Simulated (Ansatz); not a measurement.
Base system: PbF$_{2}$ in the fluorite structure (space group Fm-3m, No. 225; a = 5.899 Å). Axes: x, y, z lie along the cube axes.

All numbers come from Ansatz (a first-principles code) PBEsol, scalar-relativistic without spin-orbit coupling.

The change: tensor shear ε_xy = +1.14 % (engineering shear γ = 0.0228); the atoms relax in the strained cell.

### Question
Predict the stress tensor and what it implies for the stiffness.

### Answer
Stress of the strained cell less that of the base (GPa, compression positive):
```
   0.01   -0.51    0.00
  -0.51    0.01    0.00
   0.00    0.00    0.02
```

Then −Δσ/γ with γ = 2ε = 0.0228 gives relaxed-ion elastic constants: C66 ≈ 22 GPa.

Stability against distortions was not tested.
